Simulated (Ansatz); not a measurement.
CoO, DFT, PBE, all-electron LAPW, scalar-relativistic (Ansatz 0.2.0), run on 1 thread of Intel(R) Xeon(R) 6975P-C (Granite Rapids) on a shared host.

The cell is COD entry 1528838, as deposited and not checked against the literature; nothing was relaxed.

Command: `ansatz run input.yaml --threads 1 --pin off --max-ram 3072MiB --backend cpu --events-out ev --progress --plain --runs-dir out`

```yaml
crystal:
  lattice:
    - [-1.5080001529, 1.5080001529, 2.1072499549]
    - [1.5080001529, -1.5080001529, 2.1072499549]
    - [1.5080001529, 1.5080001529, -2.1072499549]
  atoms:
    - { symbol: Co, position: [0.0, 0.0, 0.0], spin: 2.0 }
    - { symbol: O, position: [0.5, 0.5, 0.0] }
magnetization:
  spin_polarized: true
kpoints:
  mp_grid: { grid: [13, 13, 15] }
  band_path:
    path:
      - [0.0, 0.0, 0.0]
      - [0.0, 0.0, 0.5]
      - [0.25, 0.25, 0.25]
      - [0.0, 0.5, 0.0]
      - [0.0, 0.0, 0.0]
      - [0.5, 0.5, -0.5]
      - [0.3780296839, 0.6219703161, -0.3780296839]
      - [-0.3780296839, 0.3780296839, 0.3780296839]
      - [0.0, 0.0, 0.0]
    npoints: 14
scf:
  occupations: { method: fermi_dirac, width: 0.03 }
hamiltonian:
  xc: pbe
  pseudopotentials: { kind: all_electron, lapw: { basis_error: 0.001 } }
output:
  forces: true
  stress: true
  eigenvalues: true
  populations: true
  dos: { projected: true, de: 0.2, e_range: [-14, 8] }
```

Task: How large is the problem that the program sets up?

Result: 686 irreducible k-points, 323 plane waves at Γ, 18 bands.

Task: Estimate the wall time and the peak memory.

Result: 2.7 min of wall time for 13 SCF iterations, with a peak of 2 GiB. Times on shared machines scatter by tens of per cent.

Task: And the same cell and mesh by PAW with the default files, asked for forces, stress, eigenvalues, efg, populations, bader, dos, write_density, write_potential, elf and the same band path, on the same hardware?

Result: 45 s, peak memory 0.71 GiB.

Task: And the same cell and mesh by all-electron PAW (datasets made for this crystal), asked for forces, stress, eigenvalues, efg and the same band path, on the same hardware?

Result: 2.3 min, peak memory 2.2 GiB.
